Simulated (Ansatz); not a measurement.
# Nb(100) with 4 layers of random Nb-Rh, 2x2: scattering by chemical disorder

Wanted: resistance against the alloy's length, first Nb(100) with 4 layers of random Nb-Rh, 2x2.

Main program and level: Ansatz 0.2.0; Ansatz plane-wave DFT, PBE, PAW files; ballistic transport by layer matching (Landauer), zero bias; PAW set soft_1.

## (1) The starting structure

The cell holds 56 atoms: 54 Nb and 2 Rh. Cell: a = 6.613 Å, b = 6.613 Å, c = 23.144 Å, α = 90.0°, β = 90.0°, γ = 90.0°. It derives from Nb. Regions: lead, 40 atoms (40 Nb); scattering region, 16 atoms (14 Nb and 2 Rh). The structure is stacked along c, and the current runs across the ab planes.

## (2) With 4 alloy layers

In 4 layers a share of 0.125 of the sites is given to Rh at random. The layers about the cell's end stay perfect and serve as the lead. Energies from -0.05 to 0.05 eV in steps of 0.05 eV are too few for the program's thermal sum, so it prints no conductance; for a metal the transmission near the Fermi level serves, at a fraction of the cost.

a

Contents of input.yaml:

```yaml
crystal:
  lattice:
    - [6.6126, 0.0, 0.0]
    - [0.0, 6.6126, 0.0]
    - [0.0, 0.0, 23.1441]
  atoms:
    - { symbol: Nb, position: [0.0, 0.0, 0.0357142857] }
    - { symbol: Nb, position: [0.0, 0.5, 0.0357142857] }
    - { symbol: Nb, position: [0.5, 0.0, 0.0357142857] }
    - { symbol: Nb, position: [0.5, 0.5, 0.0357142857] }
    - { symbol: Nb, position: [0.25, 0.25, 0.1071428571] }
    - { symbol: Nb, position: [0.25, 0.75, 0.1071428571] }
    - { symbol: Nb, position: [0.75, 0.25, 0.1071428571] }
    - { symbol: Nb, position: [0.75, 0.75, 0.1071428571] }
    - { symbol: Nb, position: [0.0, 0.0, 0.1785714286] }
    - { symbol: Nb, position: [0.0, 0.5, 0.1785714286] }
    - { symbol: Nb, position: [0.5, 0.0, 0.1785714286] }
    - { symbol: Nb, position: [0.5, 0.5, 0.1785714286] }
    - { symbol: Nb, position: [0.25, 0.25, 0.25] }
    - { symbol: Nb, position: [0.25, 0.75, 0.25] }
    - { symbol: Nb, position: [0.75, 0.25, 0.25] }
    - { symbol: Nb, position: [0.75, 0.75, 0.25] }
    - { symbol: Nb, position: [0.0, 0.0, 0.3214285714] }
    - { symbol: Nb, position: [0.0, 0.5, 0.3214285714] }
    - { symbol: Nb, position: [0.5, 0.0, 0.3214285714] }
    - { symbol: Nb, position: [0.5, 0.5, 0.3214285714] }
    - { symbol: Nb, position: [0.25, 0.25, 0.3928571429] }
    - { symbol: Nb, position: [0.25, 0.75, 0.3928571429] }
    - { symbol: Nb, position: [0.75, 0.25, 0.3928571429] }
    - { symbol: Nb, position: [0.75, 0.75, 0.3928571429] }
    - { symbol: Nb, position: [0.0, 0.0, 0.4642857143] }
    - { symbol: Nb, position: [0.0, 0.5, 0.4642857143] }
    - { symbol: Nb, position: [0.5, 0.0, 0.4642857143] }
    - { symbol: Nb, position: [0.5, 0.5, 0.4642857143] }
    - { symbol: Nb, position: [0.25, 0.25, 0.5357142857] }
    - { symbol: Nb, position: [0.25, 0.75, 0.5357142857] }
    - { symbol: Nb, position: [0.75, 0.25, 0.5357142857] }
    - { symbol: Nb, position: [0.75, 0.75, 0.5357142857] }
    - { symbol: Rh, position: [0.0, 0.0, 0.6071428571] }
    - { symbol: Nb, position: [0.0, 0.5, 0.6071428571] }
    - { symbol: Nb, position: [0.5, 0.0, 0.6071428571] }
    - { symbol: Rh, position: [0.5, 0.5, 0.6071428571] }
    - { symbol: Nb, position: [0.25, 0.25, 0.6785714286] }
    - { symbol: Nb, position: [0.25, 0.75, 0.6785714286] }
    - { symbol: Nb, position: [0.75, 0.25, 0.6785714286] }
    - { symbol: Nb, position: [0.75, 0.75, 0.6785714286] }
    - { symbol: Nb, position: [0.0, 0.0, 0.75] }
    - { symbol: Nb, position: [0.0, 0.5, 0.75] }
    - { symbol: Nb, position: [0.5, 0.0, 0.75] }
    - { symbol: Nb, position: [0.5, 0.5, 0.75] }
    - { symbol: Nb, position: [0.25, 0.25, 0.8214285714] }
    - { symbol: Nb, position: [0.25, 0.75, 0.8214285714] }
    - { symbol: Nb, position: [0.75, 0.25, 0.8214285714] }
    - { symbol: Nb, position: [0.75, 0.75, 0.8214285714] }
    - { symbol: Nb, position: [0.0, 0.0, 0.8928571429] }
    - { symbol: Nb, position: [0.0, 0.5, 0.8928571429] }
    - { symbol: Nb, position: [0.5, 0.0, 0.8928571429] }
    - { symbol: Nb, position: [0.5, 0.5, 0.8928571429] }
    - { symbol: Nb, position: [0.25, 0.25, 0.9642857143] }
    - { symbol: Nb, position: [0.25, 0.75, 0.9642857143] }
    - { symbol: Nb, position: [0.75, 0.25, 0.9642857143] }
    - { symbol: Nb, position: [0.75, 0.75, 0.9642857143] }
kpoints:
  mp_grid: { grid: [4, 4, 1] }
hamiltonian:
  xc: pbe
  pseudopotentials: { kind: paw, azcp: { folder: soft_1 } }
scf:
  occupations: { method: fermi_dirac, width: 0.1 }
output:
  transmission: { leads: [[0, 4]], kmesh: [8, 8], e_range: [-0.05, 0.05], de: 0.05 }
  write_potential: true
  write_density: true
  volumetric_format: npy
```

Started as:

```console
$ ansatz run input.yaml --threads 4 --pin off --max-ram 15360MiB --backend cpu --events-out ev --progress --plain --runs-dir out
```

Numbers of over 12 decimals in the logs are rounded to 6 here.

Output:

```text
Engine: ansatz 0.2.0, aarch64-unknown-linux-gnu
Pseudopotentials: kind: paw
Pseudopotential: Nb, paw, valence charge 13, recommended cutoff 420 eV (normal), soft_1/Nb.paw.azcp
Pseudopotential: Rh, paw, valence charge 17, recommended cutoff 420 eV (normal), soft_1/Rh.paw.azcp
Functional definition: PBE
  parameter kappa = 0.804
  parameter beta = 0.066725
  exchange = pbe_x(kappa = kappa, mu = beta*pi^2/3)
  correlation = pbe_c(beta = beta)
Crystal: 56 atoms, lattice volume = 1012.010 Å³
Basis set: ecut = 420 eV, 19757 PW (Γ)
Bands: 442, of which v1, the nominal top of the filled ones, is band 368 counted from 1 (367 counted from 0)
Symmetry: 32 space group operations
Space group: P4/mmm (ITA 123), of the structure as read, at distance tolerance 1.0e-4 Å
k-points: 6 of 16
Non-local potential: Nb, projectors of the file, l = 0: 3, l = 1: 2, l = 2: 2, l = 3: 1
Non-local potential: Rh, projectors of the file, l = 0: 3, l = 1: 2, l = 2: 2, l = 3: 1
PAW form: soft (Blöchl's): semilocal exchange-correlation on the pseudo side does not see the compensation charge
PAW one-centre angular grid: Nb, 590 points (default); XC on 64 Gauss nodes
PAW one-centre angular grid: Rh, 590 points (default); XC on 64 Gauss nodes
Initial density: superposition of atomic densities (chi_scale 0.1, normalization cell, long waves of neutral atoms (reshape's long-wave potential 3.38 eV rms, cloud 3.06 Å wide))
Initial wavefunctions: pseudopotential atomic-orbital guess
Functional: x = pbe(κ = 0.804, μ = 0.219515), c = pbe(β = 0.066725)
SCF iter   1: F=—  HF=-258705.019282 eV  |F-HF|=—  |Δ(HF+E_count)|=         —  Δρ=1.66e-1  dr2=1.97e3  ethr=3.10e-3  ⟨swp⟩=6.2  Hψ=9479  notcnv=0  defer=6
preconditioner: auto → Kerker (q_TF=auto, 2.587 Å⁻¹)  [metal: Δε(μ)=0.004 eV  Ē_g=3.915 eV  σ=0.100 eV  W_gap=0.01  n_scr=294 (ndim 8)  ℏωp=19.8 eV  f_vac=0.000  D(μ)=54.46/eV (n_scr^D=538)]
SCF iter   2: F=—  HF=-258644.020800 eV  |F-HF|=—  |Δ(HF+E_count)|=    6.10e1  Δρ=5.46e-2  dr2=1.12e2  ethr=3.10e-3  ⟨swp⟩=4.8  Hψ=8637  notcnv=0  defer=31
SCF iter   3: F=—  HF=-258636.643266 eV  |F-HF|=—  |Δ(HF+E_count)|=    7.38e0  Δρ=2.86e-2  dr2=2.33e1  ethr=3.10e-3  ⟨swp⟩=3.2  Hψ=4142  notcnv=0  defer=23
SCF iter   4: F=—  HF=-258634.450877 eV  |F-HF|=—  |Δ(HF+E_count)|=    2.19e0  Δρ=4.76e-3  dr2=2.28e-1  ethr=3.10e-3  ⟨swp⟩=3.0  Hψ=3748  notcnv=0  defer=23
SCF iter   5: F=—  HF=-258634.478189 eV  |F-HF|=—  |Δ(HF+E_count)|=   2.73e-2  Δρ=1.02e-3  dr2=2.27e-2  ethr=3.09e-5  ⟨swp⟩=4.5  Hψ=4711  notcnv=0  defer=10
SCF iter   6: F=—  HF=-258634.477870 eV  |F-HF|=—  |Δ(HF+E_count)|=   3.20e-4  Δρ=3.29e-4  dr2=1.30e-3  ethr=3.09e-6  ⟨swp⟩=2.0  Hψ=3353  notcnv=0  defer=10
SCF iter   7: F=—  HF=-258634.478024 eV  |F-HF|=—  |Δ(HF+E_count)|=   1.54e-4  Δρ=4.75e-5  dr2=4.61e-5  ethr=1.76e-7  ⟨swp⟩=2.0  Hψ=3744  notcnv=0  defer=10
SCF iter   8: F=—  HF=-258634.477284 eV  |F-HF|=—  |Δ(HF+E_count)|=   7.40e-4  Δρ=9.45e-6  dr2=1.59e-6  ethr=6.26e-9  ⟨swp⟩=2.0  Hψ=3794  notcnv=0  defer=10
SCF iter   9: F=—  HF=-258634.477284 eV  |F-HF|=—  |Δ(HF+E_count)|=   5.94e-8  Δρ=2.69e-6  dr2=1.92e-7  ethr=1.36e-11  ⟨swp⟩=11.2  Hψ=8696  notcnv=0
SCF iter  10: F=-258634.477284 eV  HF=-258634.477284 eV  |F-HF|=1.94e-8  |Δ(HF+E_count)|=   5.76e-9  Δρ=5.99e-7  dr2=2.09e-8  ethr=1.36e-11  ⟨swp⟩=2.0  Hψ=4875  notcnv=0
SCF 1 converged in 10 iterations: F = -258634.477284 eV  dr2 = 2.09e-8
  greatest PAW one-centre occupation: 1.000 electrons in one spin orbital (limit 2), on the Rh atom at site 35 (counted from 0), in its partial waves of l = 0
transmission: 63 of 630 steps passed
transmission: 126 of 630 steps passed
[...]
transmission: 630 of 630 steps passed
SCF converged after 10 iterations
Free energy (F): -258634.477284 eV
Harris-Foulkes:  -258634.477284 eV  (|F-HF|=1.94e-8)
Internal energy: -258632.168150 eV  (E = F + TS)
E sigma→0 (E₀):  -258633.322717 eV
Entropy (-TS):   -2.309134 eV (-41.235 meV/atom)
Fermi energy:    17.714017 eV
--- Per-component energies (eV) ---
  E_band       = -4045.415758
  E_kinetic    = 21217.047432
  E_local      = -39265.903318  (includes V_loc(G=0)·N_el)
  E_nonlocal   = 5716.757821
  E_hartree    = 13282.493313
  E_xc         = -9353.480849
  E_vxc        = -11342.379992  (∫ρ·V_xc dr)
  E_paw        = -173643.438976  (= ΣΔE_a)
  E_vpaw       = -6935.928652  (= ΣTr[D̂ρ^β])
  E_aug_tail   = 0.002429  (compensation charges beyond the density's cutoff)
  E_ewald      = -76585.646003
  E_smearing   = -2.309134  (= −TS)
  E_closure    = -0.000000  (closes the sum)
  Σ components = -258634.477284   (vs F -258634.477284, Δ=0.00e0)
--- Band table (eV; the first three rows and the last of 6) ---
  k-point 0: bands = [... 364 lower, 18.0608, 18.0608, 18.1093, 18.1301, 18.1301, 18.1350, 18.1911, 18.2207, ... 70 higher]
  k-point 1: bands = [... 364 lower, 17.8990, 17.9004, 18.0045, 18.0165, 18.0361, 18.0410, 18.0697, 18.1021, ... 70 higher]
  k-point 2: bands = [... 364 lower, 17.6478, 17.6478, 17.6624, 17.6624, 17.6779, 17.6779, 17.7832, 17.7832, ... 70 higher]
  k-point 5: bands = [... 364 lower, 17.0409, 17.0409, 17.0515, 17.0515, 17.1373, 17.1373, 17.1895, 17.1895, ... 70 higher]
--- Transmission ---
  basis      : 385 plane waves across, 42 finite elements along
  points     : 15, standing for a mesh of 8 x 8
  energies   : 3 from -0.050000 to 0.050000 eV about the Fermi level, 0.050000 eV apart; the leads are filled to 0.000000 eV, and channels, transmission and decay are at 0.000000 eV
  crystal 0  : Nb4, at the sites [0, 4], period 1.6532 Å, over 21.49 Å; its Hamiltonian steps by up to 3.3 meV
    offset         : up to 0.0000 Å between an atom of the period and one for which it stands
    channels       : 1.060938e1 a spin
    conductance    : none, the energies end too early or step too widely for 300 K: set another output.transmission.e_range or a lower de, or, where they end at an eighth of basis.ecutwfc, a higher one
  junction   : crystal 0 to crystal 0, 2.61 to 24.10 Å
    transmission   : 6.194459e0 a spin
    conductance    : none, the energies end too early or step too widely for 300 K: set another output.transmission.e_range or a lower de, or, where they end at an eighth of basis.ecutwfc, a higher one
```

The job ended after 8.3 min (4 threads of Arm Neoverse V1, shared host; peak memory 8.3 GiB; 30 min of CPU time).

In the SCF lines HF is the Harris–Foulkes energy and dr2 the Hartree energy of the density residual, in eV; the loop may stop once dr2 is under the threshold and the program's other checks hold. Hψ counts applications of the Hamiltonian.

This step gave:

* free energy: -258634.4773 eV
* energy at zero smearing: -258633.3227 eV
* Fermi energy: 17.71 eV
* cell area: 43.73 Å²
* transmission per spin nearest the Fermi level: 6.194
* open channels per spin nearest the Fermi level: 10.61
* step of the lead's potential: 3.3 meV

Per spin. The transmission, zone mean by energy, zero at the Fermi level:

| energy (eV) | transmission, zone mean |
| --- | --- |
| -0.0500 | 6.57 |
| 0.0000 | 6.19 |
| 0.0500 | 5.92 |

Per spin. Table of open channels, zone mean, lead by energy, zero at the Fermi level:

| energy (eV) | open channels, zone mean, lead |
| --- | --- |
| -0.0500 | 11.4 |
| 0.0000 | 10.6 |
| 0.0500 | 10.2 |

Transmission over k1 and k2. At 0.0000 eV from the Fermi level.

Ten even steps from '0' (2.76) to '9' (8.27):
```
02479742
24589854
57878787
89989899
57878787
24589854
02479742
00258520
```
Columns: k1 (b1) from -0.5 to 0.375; rows upwards: k2 (b2) from -0.5 to 0.375.

Open channels over k1 and k2. At 0.0000 eV from the Fermi level.

Ten even steps from '0' (4.0) to '9' (14.0):
```
05589855
65689865
68877788
99977799
68877788
65689865
05589855
00669660
```
Columns: k1 (b1) from -0.5 to 0.375; rows upwards: k2 (b2) from -0.5 to 0.375.

Over the solved energies the transmission per spin lies between 5.92 and 6.57, out of 10.7 channels of the lead on average (up to 11.4).

## (3) With 8 alloy layers

In 8 layers a share of 0.125 of the sites is given to Rh at random. A fresh draw is used; the growth of the resistance with length is what counts.

i

System of this step: Nb(100) with 8 layers of random Nb-Rh, 2x2. The cell holds 72 atoms: 68 Nb and 4 Rh. Its edges and angles: a = 6.613 Å, b = 6.613 Å, c = 29.757 Å, α = 90.0°, β = 90.0°, γ = 90.0°. It derives from Nb. Regions: lead, 40 atoms (40 Nb); scattering region, 32 atoms (28 Nb and 4 Rh). The structure is stacked along c, and the current runs across the ab planes.

Contents of input.yaml:

```yaml
crystal:
  lattice:
    - [6.6126, 0.0, 0.0]
    - [0.0, 6.6126, 0.0]
    - [0.0, 0.0, 29.7567]
  atoms:
    - { symbol: Nb, position: [0.0, 0.0, 0.0277777778] }
    - { symbol: Nb, position: [0.0, 0.5, 0.0277777778] }
    - { symbol: Nb, position: [0.5, 0.0, 0.0277777778] }
    - { symbol: Nb, position: [0.5, 0.5, 0.0277777778] }
    - { symbol: Nb, position: [0.25, 0.25, 0.0833333333] }
    - { symbol: Nb, position: [0.25, 0.75, 0.0833333333] }
    - { symbol: Nb, position: [0.75, 0.25, 0.0833333333] }
    - { symbol: Nb, position: [0.75, 0.75, 0.0833333333] }
    - { symbol: Nb, position: [0.0, 0.0, 0.1388888889] }
    - { symbol: Nb, position: [0.0, 0.5, 0.1388888889] }
    - { symbol: Nb, position: [0.5, 0.0, 0.1388888889] }
    - { symbol: Nb, position: [0.5, 0.5, 0.1388888889] }
    - { symbol: Nb, position: [0.25, 0.25, 0.1944444444] }
    - { symbol: Nb, position: [0.25, 0.75, 0.1944444444] }
    - { symbol: Nb, position: [0.75, 0.25, 0.1944444444] }
    - { symbol: Nb, position: [0.75, 0.75, 0.1944444444] }
    - { symbol: Nb, position: [0.0, 0.0, 0.25] }
    - { symbol: Nb, position: [0.0, 0.5, 0.25] }
    - { symbol: Nb, position: [0.5, 0.0, 0.25] }
    - { symbol: Nb, position: [0.5, 0.5, 0.25] }
    - { symbol: Nb, position: [0.25, 0.25, 0.3055555556] }
    - { symbol: Nb, position: [0.25, 0.75, 0.3055555556] }
    - { symbol: Rh, position: [0.75, 0.25, 0.3055555556] }
    - { symbol: Nb, position: [0.75, 0.75, 0.3055555556] }
    - { symbol: Nb, position: [0.0, 0.0, 0.3611111111] }
    - { symbol: Nb, position: [0.0, 0.5, 0.3611111111] }
    - { symbol: Nb, position: [0.5, 0.0, 0.3611111111] }
    - { symbol: Nb, position: [0.5, 0.5, 0.3611111111] }
    - { symbol: Nb, position: [0.25, 0.25, 0.4166666667] }
    - { symbol: Nb, position: [0.25, 0.75, 0.4166666667] }
    - { symbol: Nb, position: [0.75, 0.25, 0.4166666667] }
    - { symbol: Nb, position: [0.75, 0.75, 0.4166666667] }
    - { symbol: Nb, position: [0.0, 0.0, 0.4722222222] }
    - { symbol: Nb, position: [0.0, 0.5, 0.4722222222] }
    - { symbol: Nb, position: [0.5, 0.0, 0.4722222222] }
    - { symbol: Nb, position: [0.5, 0.5, 0.4722222222] }
    - { symbol: Rh, position: [0.25, 0.25, 0.5277777778] }
    - { symbol: Nb, position: [0.25, 0.75, 0.5277777778] }
    - { symbol: Nb, position: [0.75, 0.25, 0.5277777778] }
    - { symbol: Nb, position: [0.75, 0.75, 0.5277777778] }
    - { symbol: Nb, position: [0.0, 0.0, 0.5833333333] }
    - { symbol: Nb, position: [0.0, 0.5, 0.5833333333] }
    - { symbol: Nb, position: [0.5, 0.0, 0.5833333333] }
    - { symbol: Nb, position: [0.5, 0.5, 0.5833333333] }
    - { symbol: Nb, position: [0.25, 0.25, 0.6388888889] }
    - { symbol: Nb, position: [0.25, 0.75, 0.6388888889] }
    - { symbol: Rh, position: [0.75, 0.25, 0.6388888889] }
    - { symbol: Nb, position: [0.75, 0.75, 0.6388888889] }
    - { symbol: Nb, position: [0.0, 0.0, 0.6944444444] }
    - { symbol: Nb, position: [0.0, 0.5, 0.6944444444] }
    - { symbol: Nb, position: [0.5, 0.0, 0.6944444444] }
    - { symbol: Rh, position: [0.5, 0.5, 0.6944444444] }
    - { symbol: Nb, position: [0.25, 0.25, 0.75] }
    - { symbol: Nb, position: [0.25, 0.75, 0.75] }
    - { symbol: Nb, position: [0.75, 0.25, 0.75] }
    - { symbol: Nb, position: [0.75, 0.75, 0.75] }
    - { symbol: Nb, position: [0.0, 0.0, 0.8055555556] }
    - { symbol: Nb, position: [0.0, 0.5, 0.8055555556] }
    - { symbol: Nb, position: [0.5, 0.0, 0.8055555556] }
    - { symbol: Nb, position: [0.5, 0.5, 0.8055555556] }
    - { symbol: Nb, position: [0.25, 0.25, 0.8611111111] }
    - { symbol: Nb, position: [0.25, 0.75, 0.8611111111] }
    - { symbol: Nb, position: [0.75, 0.25, 0.8611111111] }
    - { symbol: Nb, position: [0.75, 0.75, 0.8611111111] }
    - { symbol: Nb, position: [0.0, 0.0, 0.9166666667] }
    - { symbol: Nb, position: [0.0, 0.5, 0.9166666667] }
    - { symbol: Nb, position: [0.5, 0.0, 0.9166666667] }
    - { symbol: Nb, position: [0.5, 0.5, 0.9166666667] }
    - { symbol: Nb, position: [0.25, 0.25, 0.9722222222] }
    - { symbol: Nb, position: [0.25, 0.75, 0.9722222222] }
    - { symbol: Nb, position: [0.75, 0.25, 0.9722222222] }
    - { symbol: Nb, position: [0.75, 0.75, 0.9722222222] }
kpoints:
  mp_grid: { grid: [4, 4, 1] }
hamiltonian:
  xc: pbe
  pseudopotentials: { kind: paw, azcp: { folder: soft_1 } }
scf:
  occupations: { method: fermi_dirac, width: 0.1 }
output:
  transmission: { leads: [[0, 4]], kmesh: [8, 8], e_range: [-0.05, 0.05], de: 0.05 }
  write_potential: true
  write_density: true
  volumetric_format: npy
```

Output:

```text
[...]
Crystal: 72 atoms, lattice volume = 1301.156 Å³
Basis set: ecut = 420 eV, 25467 PW (Γ)
Bands: 572, of which v1, the nominal top of the filled ones, is band 476 counted from 1 (475 counted from 0)
Symmetry: 1 space group operations
[...]
k-points: 10 of 16 (time reversal used)
[...]
SCF iter   1: F=—  HF=-335296.390604 eV  |F-HF|=—  |Δ(HF+E_count)|=         —  Δρ=1.97e-1  dr2=3.05e3  ethr=3.10e-3  ⟨swp⟩=6.2  Hψ=19620  notcnv=0  defer=5
[...]
SCF iter  10: F=-335175.146996 eV  HF=-335175.146996 eV  |F-HF|=7.07e-8  |Δ(HF+E_count)|=   4.41e-8  Δρ=1.14e-6  dr2=7.53e-8  ethr=1.05e-11  ⟨swp⟩=13.5  Hψ=18752  notcnv=0
SCF 1 converged in 10 iterations: F = -335175.146996 eV  dr2 = 7.53e-8
[...]
transmission: 192 of 1870 steps passed
transmission: 375 of 1870 steps passed
[...]
transmission: 1870 of 1870 steps passed
SCF converged after 10 iterations
Free energy (F): -335175.146996 eV
[...]
Internal energy: -335172.318346 eV  (E = F + TS)
E sigma→0 (E₀):  -335173.732671 eV
Entropy (-TS):   -2.828649 eV (-39.287 meV/atom)
Fermi energy:    17.694745 eV
[...]
--- Band table (eV; the first three rows and the last of 10) ---
  k-point 0: bands = [... 472 lower, 18.1147, 18.1572, 18.1759, 18.1915, 18.2216, 18.2293, 18.2406, 18.2784, ... 92 higher]
  k-point 1: bands = [... 472 lower, 17.9367, 17.9430, 17.9749, 17.9796, 18.0123, 18.0223, 18.0472, 18.0582, ... 92 higher]
  k-point 2: bands = [... 472 lower, 17.5994, 17.6077, 17.6168, 17.6208, 17.6435, 17.6584, 17.6675, 17.6733, ... 92 higher]
  k-point 9: bands = [... 472 lower, 17.0428, 17.0587, 17.0933, 17.1018, 17.1146, 17.1243, 17.1388, 17.1465, ... 92 higher]
--- Transmission ---
  basis      : 385 plane waves across, 55 finite elements along
  points     : 34, standing for a mesh of 8 x 8
[...]
channels       : 1.085938e1 a spin
[...]
junction   : crystal 0 to crystal 0, 0.70 to 28.80 Å
    transmission   : 4.967133e0 a spin
[...]
```

Elapsed: 31 min, on 4 threads; peak memory 8.5 GiB.

This step gave:

```
free energy                                    : -335175.1470 eV
energy at zero smearing                        : -335173.7327 eV
Fermi energy                                   : 17.69 eV
transmission per spin nearest the Fermi level  : 4.967
open channels per spin nearest the Fermi level : 10.86
step of the lead's potential                   : 11.1 meV
```

Per spin. Transmission, zone mean against energy, zero at the Fermi level:

| energy (eV) | transmission, zone mean |
| --- | --- |
| -0.0500 | 5.13 |
| 0.0000 | 4.97 |
| 0.0500 | 4.85 |

Over the solved energies the transmission per spin lies between 4.85 and 5.13, out of 10.9 channels of the lead on average (up to 11.5).

(Part 1 of 2 ends here.)

[Logs are printed without paths, hosts, clocks, repeated set-up lines and the standing remarks that a program may print on its own settings, such as how far it seeks lower states.]

[Hosts, paths, dates, database ids (printed as entryN), source tags and the programs' standing remarks are cut or masked in the printed files.]
